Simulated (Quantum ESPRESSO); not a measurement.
# Cd (P6_3/mmc) in Quantum ESPRESSO: further runs

One crystal, Cd, is run at these levels: r2SCAN; tasks: single point, equation of state.

Program: Quantum ESPRESSO 7.5. These are calculated values, not measurements. Logs are shortened: lines on timing, memory, paths and dates and some standing lists are left out, and cuts for length are marked.

### Step 1. The structure

The structure is hexagonal, space group P6_3/mmc (No. 194). The conventional cell has a = 3.093 Å, b = 3.093 Å, c = 10.431 Å, α = 90.00°, β = 90.00°, γ = 120.00°. Cd (site symmetry -6m2) is surrounded by 12 Cd at 3.09 to 3.16 Å. Cd (site symmetry -3m) is surrounded by 12 Cd at 3.09 to 3.16 Å.

### Step 2. Single point, r2SCAN, 20.31 Å³/atom

pw.in

```
&CONTROL
  calculation = 'scf'
  prefix = 'pwscf'
  outdir = './tmp'
  pseudo_dir = './pseudo'
  tprnfor = .true.
  tstress = .true.
  disk_io = 'nowf'
/
&SYSTEM
  ibrav = 0
  nat = 4
  ntyp = 1
  ecutwfc = 70
  nbnd = 52
  input_dft = 'r2scan'
  occupations = 'smearing'
  smearing = 'fd'
  degauss = 0.00367493
  nosym = .true.
  nr1 = 36
  nr2 = 36
  nr3 = 108
/
&ELECTRONS
  conv_thr = 1d-08
  electron_maxstep = 120
  mixing_beta = 0.5
/
ATOMIC_SPECIES
Cd   112.4140 Cd_ONCV_PBE-1.2.upf
CELL_PARAMETERS angstrom
   3.0299260909    0.0000000000    0.0000000000
  -1.5149630455    2.6239929663    0.0000000000
   0.0000000000    0.0000000000   10.2178050297
ATOMIC_POSITIONS crystal
Cd     0.6666666667    0.3333333333    0.7500000000
Cd     0.0000000000    0.0000000000    0.5000000000
Cd     0.3333333333    0.6666666667    0.2500000000
Cd     0.0000000000    0.0000000000    0.0000000000
K_POINTS automatic
4 4 1 0 0 0
```

Potentials or basis: SG15 PBE 1.2.

The run is started by

```sh
OMP_NUM_THREADS=1 mpirun -n 2 pw.x -in pw.in > pw.out
```

pw.out:

```text
This program is part of the open-source Quantum ESPRESSO suite
     for quantum simulation of materials; please cite
         "P. Giannozzi et al., J. Phys.:Condens. Matter 21 395502 (2009);
         "P. Giannozzi et al., J. Phys.:Condens. Matter 29 465901 (2017);
         "P. Giannozzi et al., J. Chem. Phys. 152 154105 (2020);
     in publications or presentations arising from this work. More details at

     IMPORTANT: XC functional enforced from input :
     Exchange-correlation= R2SCAN
                           (   0   0   0   0   0 497 498)
     Any further DFT definition will be discarded
     Please, verify this is what you really want

     Subspace diagonalization in iterative solution of the eigenvalue problem:
     a serial algorithm will be used

     --------------------
     sticks:   dense  smooth     PW     G-vecs:    dense   smooth      PW
     Min         318     318     99                21766    21766    3909
     Max         319     319    100                21777    21777    3920
     Sum         637     637    199                43543    43543    7829

     Using Slab Decomposition

     bravais-lattice index     =            0
     lattice parameter (alat)  =       5.7257  a.u.
     unit-cell volume          =     548.2125 (a.u.)^3
     number of atoms/cell      =            4
     number of atomic types    =            1
     number of electrons       =        80.00
     number of Kohn-Sham states=           52
     kinetic-energy cutoff     =      70.0000  Ry
     charge density cutoff     =     280.0000  Ry
     scf convergence threshold =      1.0E-08
     mixing beta               =       0.5000
     number of iterations used =            8  plain     mixing
     Exchange-correlation= R2SCAN
                           (   0   0   0   0   0 497 498)

     celldm(1)=   5.725730  celldm(2)=   0.000000  celldm(3)=   0.000000
     celldm(4)=   0.000000  celldm(5)=   0.000000  celldm(6)=   0.000000

     crystal axes: (cart. coord. in units of alat)
               a(1) = (   1.000000   0.000000   0.000000 )
               a(2) = (  -0.500000   0.866025   0.000000 )
               a(3) = (   0.000000   0.000000   3.372295 )

     reciprocal axes: (cart. coord. in units 2 pi/alat)
               b(1) = (  1.000000  0.577350 -0.000000 )
               b(2) = (  0.000000  1.154701  0.000000 )
               b(3) = (  0.000000 -0.000000  0.296534 )

     PseudoPot. # 1 for Cd read from file:
     Cd_ONCV_PBE-1.2.upf
     Pseudo is Norm-conserving, Zval = 20.0
     Generated using ONCVPSP code by D. R. Hamann
     Using radial grid of  602 points,  6 beta functions with:
                l(1) =   0
                l(2) =   0
                l(3) =   1
                l(4) =   1
                l(5) =   2
                l(6) =   2

     atomic species   valence    mass     pseudopotential
     Cd               20.00   112.41400     Cd( 1.00)

     No symmetry found

   Cartesian axes

     site n.     atom                  positions (alat units)
         1        Cd     tau(   1) = (   0.5000000   0.2886751   2.5292214  )
         2        Cd     tau(   2) = (   0.0000000   0.0000000   1.6861476  )
         3        Cd     tau(   3) = (  -0.0000000   0.5773503   0.8430738  )
         4        Cd     tau(   4) = (   0.0000000   0.0000000   0.0000000  )

     number of k points=    10  Fermi-Dirac smearing, width (Ry)=  0.0037
                       cart. coord. in units 2pi/alat
        k(    1) = (   0.0000000   0.0000000   0.0000000), wk =   0.1250000
        k(    2) = (   0.0000000   0.2886751   0.0000000), wk =   0.2500000
        k(    3) = (   0.0000000  -0.5773503   0.0000000), wk =   0.1250000
        k(    4) = (   0.2500000   0.1443376   0.0000000), wk =   0.2500000
        k(    5) = (   0.2500000   0.4330127   0.0000000), wk =   0.2500000
        k(    6) = (   0.2500000  -0.4330127   0.0000000), wk =   0.2500000
        k(    7) = (   0.2500000  -0.1443376   0.0000000), wk =   0.2500000
        k(    8) = (  -0.5000000  -0.2886751   0.0000000), wk =   0.1250000
        k(    9) = (  -0.5000000  -0.0000000   0.0000000), wk =   0.2500000
        k(   10) = (  -0.5000000  -0.8660254   0.0000000), wk =   0.1250000

     Dense  grid:    43543 G-vectors     FFT dimensions: (  36,  36, 108)

     WARNING: libxc functional with ID  497 depends
      on external parameters: check the user_guide of
      QE if you need to modify them or to check their
      default values.

     WARNING: libxc functional with ID  498 depends
      on external parameters: check the user_guide of
      QE if you need to modify them or to check their
      default values.

     Initial potential from superposition of free atoms

     starting charge      79.8623, renormalised to      80.0000
     Starting wfcs are random

     Self-consistent Calculation

     iteration #  1     ecut=    70.00 Ry     beta= 0.50
     Davidson diagonalization with overlap
[... 53 lines left out ...]

   -88.5381 -88.5380 -88.5240 -88.5240 -48.5243 -48.5234 -48.5122 -48.5106
   -48.4910 -48.4892 -48.4772 -48.4754 -48.4589 -48.4534 -48.4431 -48.4383
     7.2203   7.3334   7.3631   7.4601   7.4846   7.7665   7.8690   8.0406
     8.1043   8.5099   8.5239   8.5347   8.5352   8.9899   9.0295   9.0498
     9.0753   9.0944   9.1083   9.1111  14.9367  15.1729  15.9756  16.0071
    17.5178  17.6490  21.0074  21.6940  21.8450  23.2109  25.5490  27.7522
    27.7696  28.2422  28.4366  30.2497

          k = 0.2500 0.1443 0.0000 (  5437 PWs)   bands (ev):

   -88.5399 -88.5397 -88.5257 -88.5256 -48.5013 -48.5008 -48.4899 -48.4876
   -48.4846 -48.4833 -48.4713 -48.4700 -48.4699 -48.4561 -48.4444 -48.4337
     7.4966   7.6584   7.7022   7.7776   7.8023   8.0231   8.0799   8.1533
     8.2398   8.2800   8.3334   8.4196   8.4765   8.5539   8.5849   8.5929
     8.6365   8.7237   8.7690   9.0057   9.8240  11.7163  11.7207  17.0272
    17.2288  23.2115  24.6837  24.9051  25.3148  25.5500  27.7262  29.4761
    29.7186  29.7814  29.7977  30.6809

          k = 0.2500 0.4330 0.0000 (  5410 PWs)   bands (ev):

   -88.5381 -88.5380 -88.5240 -88.5240 -48.5157 -48.5148 -48.5057 -48.5022
   -48.4982 -48.4973 -48.4855 -48.4852 -48.4592 -48.4528 -48.4417 -48.4391
     7.6040   7.6224   7.6984   7.7606   7.8144   7.9162   7.9966   8.0289
     8.1229   8.1639   8.3651   8.4270   8.4666   8.4922   8.6360   8.6508
     8.7710   9.0049   9.0566   9.0698  13.4593  15.1350  15.1501  19.6922
    19.8310  20.0704  20.4936  21.4328  21.7638  21.8254  22.3697  26.0277
    26.1329  26.5493  26.7603  28.2617

          k = 0.2500-0.4330 0.0000 (  5410 PWs)   bands (ev):

   -88.5381 -88.5380 -88.5240 -88.5240 -48.5157 -48.5148 -48.5057 -48.5022
   -48.4982 -48.4973 -48.4855 -48.4852 -48.4592 -48.4528 -48.4417 -48.4391
     7.6040   7.6224   7.6984   7.7606   7.8144   7.9162   7.9966   8.0289
     8.1229   8.1639   8.3651   8.4270   8.4666   8.4922   8.6360   8.6508
     8.7710   9.0049   9.0566   9.0698  13.4593  15.1350  15.1501  19.6922
    19.8310  20.0704  20.4936  21.4328  21.7638  21.8254  22.3697  26.0277
    26.1329  26.5493  26.7603  28.2617

          k = 0.2500-0.1443 0.0000 (  5437 PWs)   bands (ev):

   -88.5399 -88.5397 -88.5257 -88.5256 -48.5013 -48.5008 -48.4899 -48.4876
   -48.4846 -48.4833 -48.4713 -48.4700 -48.4699 -48.4561 -48.4444 -48.4337
     7.4966   7.6584   7.7022   7.7776   7.8023   8.0231   8.0799   8.1533
     8.2398   8.2800   8.3334   8.4196   8.4765   8.5539   8.5849   8.5929
     8.6365   8.7237   8.7690   9.0057   9.8240  11.7163  11.7207  17.0272
    17.2288  23.2115  24.6837  24.9051  25.3148  25.5500  27.7262  29.4761
    29.7186  29.7814  29.7977  30.6809

          k =-0.5000-0.2887 0.0000 (  5426 PWs)   bands (ev):

   -88.5381 -88.5380 -88.5240 -88.5240 -48.5243 -48.5234 -48.5122 -48.5106
   -48.4910 -48.4892 -48.4772 -48.4754 -48.4589 -48.4534 -48.4431 -48.4383
     7.2203   7.3334   7.3631   7.4601   7.4846   7.7665   7.8690   8.0406
     8.1043   8.5099   8.5239   8.5347   8.5352   8.9899   9.0295   9.0498
     9.0753   9.0944   9.1083   9.1111  14.9367  15.1729  15.9756  16.0071
    17.5178  17.6490  21.0074  21.6940  21.8449  23.2109  25.5490  27.7522
    27.7696  28.2422  28.4366  30.2497

          k =-0.5000-0.0000 0.0000 (  5410 PWs)   bands (ev):

   -88.5381 -88.5380 -88.5240 -88.5240 -48.5157 -48.5148 -48.5057 -48.5022
   -48.4982 -48.4973 -48.4855 -48.4852 -48.4592 -48.4528 -48.4417 -48.4391
     7.6040   7.6224   7.6984   7.7606   7.8144   7.9162   7.9966   8.0289
     8.1229   8.1639   8.3651   8.4270   8.4666   8.4922   8.6360   8.6508
     8.7710   9.0049   9.0566   9.0698  13.4593  15.1350  15.1501  19.6922
    19.8310  20.0704  20.4936  21.4328  21.7638  21.8254  22.3697  26.0277
    26.1329  26.5493  26.7603  28.2617

          k =-0.5000-0.8660 0.0000 (  5426 PWs)   bands (ev):

   -88.5381 -88.5380 -88.5240 -88.5240 -48.5243 -48.5234 -48.5122 -48.5106
   -48.4910 -48.4892 -48.4772 -48.4754 -48.4589 -48.4534 -48.4431 -48.4383
     7.2203   7.3334   7.3631   7.4601   7.4846   7.7665   7.8690   8.0406
     8.1043   8.5099   8.5239   8.5347   8.5352   8.9899   9.0295   9.0498
     9.0753   9.0944   9.1083   9.1111  14.9367  15.1729  15.9756  16.0071
    17.5178  17.6490  21.0074  21.6940  21.8450  23.2109  25.5490  27.7522
    27.7696  28.2422  28.4366  30.2497

     the Fermi energy is    17.3078 ev

!    total energy              =   -1243.42178549 Ry
     estimated scf accuracy    <          2.8E-09 Ry
     smearing contrib. (-TS)   =      -0.00144475 Ry
     internal energy E=F+TS    =   -1243.42034074 Ry

     The total energy is F=E-TS. E is the sum of the following terms:
     one-electron contribution =    -520.13157391 Ry
     hartree contribution      =     283.96522869 Ry
     xc contribution           =    -111.07774708 Ry
     ewald contribution        =    -896.17624843 Ry

     convergence has been achieved in  12 iterations

     Forces acting on atoms (cartesian axes, Ry/au):

     atom    1 type  1   force =    -0.00000006    0.00000000   -0.00000178
     atom    2 type  1   force =     0.00000009    0.00000000   -0.00000138
     atom    3 type  1   force =     0.00000001   -0.00000010    0.00000287
     atom    4 type  1   force =    -0.00000004    0.00000009    0.00000029

     Total force =     0.000004     Total SCF correction =     0.000225
     SCF correction compared to forces is large: reduce conv_thr to get better values

     Computing stress (Cartesian axis) and pressure

          total   stress  (Ry/bohr**3)                   (kbar)     P=       29.08
  -0.00024363   0.00000000   0.00000000          -35.84        0.00        0.00
   0.00000000  -0.00024363   0.00000000            0.00      -35.84        0.00
   0.00000000   0.00000000   0.00108022            0.00        0.00      158.91

=------------------------------------------------------------------------------=
   JOB DONE.
=------------------------------------------------------------------------------=
```

Run time: 1.7 min. Hardware: 2 MPI ranks of Arm Neoverse V2, shared host; peak memory 0.2 GiB.

What came out:

| Property | Result |
| --- | --- |
| Free energy | -16917.6152 eV |
| Pressure | 2.9 GPa |
| Band gap on the k mesh | none (metal or under the smearing width) |

Caveat: the k mesh is coarse (spacing up to 0.61 Å⁻¹), so the values aren't converged; the potentials were made for another functional, which shifts forces and pressure.

### Step 3. Single point, r2SCAN, 20.74 Å³/atom

Edit pw.in of step 2 so:

```diff
@@ -32,5 +32,5 @@
 CELL_PARAMETERS angstrom
-   3.0299260909    0.0000000000    0.0000000000
-  -1.5149630455    2.6239929663    0.0000000000
-   0.0000000000    0.0000000000   10.2178050297
+   3.0512643016    0.0000000000    0.0000000000
+  -1.5256321508    2.6424723989    0.0000000000
+   0.0000000000    0.0000000000   10.2897637740
 ATOMIC_POSITIONS crystal
```

Potentials or basis: SG15 PBE 1.2.

The run is started by

```sh
OMP_NUM_THREADS=1 mpirun -n 2 pw.x -in pw.in > pw.out
```

It took 1.7 min on 2 MPI ranks of Arm Neoverse V2, shared host; peak memory 0.2 GiB.

The run converged. Its results:

- Free energy: -16917.6385 eV
- Pressure: 1.5 GPa
- Band gap on the k mesh: none (metal or under the smearing width)

Caveat: the k mesh is coarse (spacing up to 0.61 Å⁻¹), so the values aren't converged; the potentials were made for another functional, which shifts forces and pressure.

### Step 4. Single point, r2SCAN, 21.17 Å³/atom

Edit pw.in of step 3 so:

```diff
@@ -32,5 +32,5 @@
 CELL_PARAMETERS angstrom
-   3.0512643016    0.0000000000    0.0000000000
-  -1.5256321508    2.6424723989    0.0000000000
-   0.0000000000    0.0000000000   10.2897637740
+   3.0723081687    0.0000000000    0.0000000000
+  -1.5361540844    2.6606969223    0.0000000000
+   0.0000000000    0.0000000000   10.3607299046
 ATOMIC_POSITIONS crystal
```

The run is started by

```sh
OMP_NUM_THREADS=1 mpirun -n 2 pw.x -in pw.in > pw.out
```

Wall time 1.8 min (2 MPI ranks of Arm Neoverse V2, shared host); peak memory 0.2 GiB.

The run converged. Its results:

* Free energy: -16917.6481 eV
* Pressure: 0.4 GPa
* Band gap on the k mesh: none (metal or under the smearing width)

Caveat: the k mesh is coarse (spacing up to 0.61 Å⁻¹), so the values aren't converged; the potentials were made for another functional, which shifts forces and pressure.

### Step 5. Single point, r2SCAN, 21.61 Å³/atom

Edit pw.in of step 4 so:

```diff
@@ -32,5 +32,5 @@
 CELL_PARAMETERS angstrom
-   3.0723081687    0.0000000000    0.0000000000
-  -1.5361540844    2.6606969223    0.0000000000
-   0.0000000000    0.0000000000   10.3607299046
+   3.0930676374    0.0000000000    0.0000000000
+  -1.5465338187    2.6786751496    0.0000000000
+   0.0000000000    0.0000000000   10.4307369600
 ATOMIC_POSITIONS crystal
```

The run is started by

```sh
OMP_NUM_THREADS=1 mpirun -n 2 pw.x -in pw.in > pw.out
```

Wall time 1.9 min (2 MPI ranks of Arm Neoverse V2, shared host); peak memory 0.2 GiB.

Results (log left out):

| Property | Result |
| --- | --- |
| Free energy | -16917.6482 eV |
| Pressure | -0.3 GPa |
| Band gap on the k mesh | none (metal or under the smearing width) |

Caveat: the k mesh is coarse (spacing up to 0.60 Å⁻¹), so the values aren't converged; the potentials were made for another functional, which shifts forces and pressure.

### Step 6. Single point, r2SCAN, 22.04 Å³/atom

Edit pw.in of step 5 so:

```diff
@@ -32,5 +32,5 @@
 CELL_PARAMETERS angstrom
-   3.0930676374    0.0000000000    0.0000000000
-  -1.5465338187    2.6786751496    0.0000000000
-   0.0000000000    0.0000000000   10.4307369600
+   3.1135521260    0.0000000000    0.0000000000
+  -1.5567760630    2.6964152371    0.0000000000
+   0.0000000000    0.0000000000   10.4998167014
 ATOMIC_POSITIONS crystal
```

Potentials or basis: SG15 PBE 1.2.

The run is started by

```sh
OMP_NUM_THREADS=1 mpirun -n 2 pw.x -in pw.in > pw.out
```

Wall time 1.8 min (2 MPI ranks of Arm Neoverse V2, shared host); peak memory 0.2 GiB.

The run converged. Its results:

| Property | Result |
| --- | --- |
| Free energy | -16917.6426 eV |
| Pressure | -0.7 GPa |
| Band gap on the k mesh | none (metal or under the smearing width) |

Caveat: the k mesh is coarse (spacing up to 0.60 Å⁻¹), so the values aren't converged; the potentials were made for another functional, which shifts forces and pressure.

### Step 7. Single point, r2SCAN, 22.47 Å³/atom

Edit pw.in of step 6 so:

```diff
@@ -32,5 +32,5 @@
 CELL_PARAMETERS angstrom
-   3.1135521260    0.0000000000    0.0000000000
-  -1.5567760630    2.6964152371    0.0000000000
-   0.0000000000    0.0000000000   10.4998167014
+   3.1337705635    0.0000000000    0.0000000000
+  -1.5668852817    2.7139249176    0.0000000000
+   0.0000000000    0.0000000000   10.5679992398
 ATOMIC_POSITIONS crystal
```

The run is started by

```sh
OMP_NUM_THREADS=1 mpirun -n 2 pw.x -in pw.in > pw.out
```

Run time: 1.9 min. Hardware: 2 MPI ranks of Arm Neoverse V2, shared host; peak memory 0.2 GiB.

It converged, with:

* Free energy: -16917.6340 eV
* Pressure: -0.9 GPa
* Band gap on the k mesh: none (metal or under the smearing width)

Caveat: the k mesh is coarse (spacing up to 0.59 Å⁻¹), so the values aren't converged; the potentials were made for another functional, which shifts forces and pressure.

### Step 8. Single point, r2SCAN, 22.90 Å³/atom

Edit pw.in of step 7 so:

```diff
@@ -32,5 +32,5 @@
 CELL_PARAMETERS angstrom
-   3.1337705635    0.0000000000    0.0000000000
-  -1.5668852817    2.7139249176    0.0000000000
-   0.0000000000    0.0000000000   10.5679992398
+   3.1537314237    0.0000000000    0.0000000000
+  -1.5768657119    2.7312115296    0.0000000000
+   0.0000000000    0.0000000000   10.6353131517
 ATOMIC_POSITIONS crystal
```

The run is started by

```sh
OMP_NUM_THREADS=1 mpirun -n 2 pw.x -in pw.in > pw.out
```

Wall time 1.7 min (2 MPI ranks of Arm Neoverse V2, shared host); peak memory 0.2 GiB.

It converged, with:

```yaml
Free_energy: -16917.6226 eV
Pressure: -1.2 GPa
Band_gap_on_the_k_mesh: none (metal or under the smearing width)
```

Caveat: the k mesh is coarse (spacing up to 0.59 Å⁻¹), so the values aren't converged; the potentials were made for another functional, which shifts forces and pressure.

### Step 9. Equation of state, r2SCAN

Potentials or basis: SG15 PBE 1.2.

No new run: the results of the series are fitted here.

What came out:

```yaml
Equilibrium_volume: "21.41 Å³/atom (rough: see the caveat)"
Bulk_modulus_at_fixed_shape_and_positions: 35 GPa (rough)
```

Energy against volume, from the lowest point:
```
volume (Å³/atom)  energy (meV/atom)
          20.309               8.24
          20.741               2.42
          21.173               0.02
          21.606               0.00
          22.038               1.40
          22.470               3.55
          22.902               6.40
```

Caveat: the k mesh is coarse (spacing up to 0.60 Å⁻¹), so the values aren't converged; the potentials were made for another functional, which shifts forces and pressure; the fit is doubtful: noisy points or a state that changes with volume; the cell was scaled at fixed shape and fractional positions, which overstates the stiffness of a crystal with free parameters, most of all of layers and chains.

### Step 10. The reference run

An earlier run on the cell as given: functional PBEsol; potentials or basis GBRV 1.5 PBEsol; cutoff 612 eV; density cutoff 4898 eV; k mesh 10 × 10 × 3; occupations fermi-dirac, width 0.05 eV; no spin polarisation.

* Pressure: -1.5 GPa
* Band gap on the k mesh: none (metal or under the smearing width)
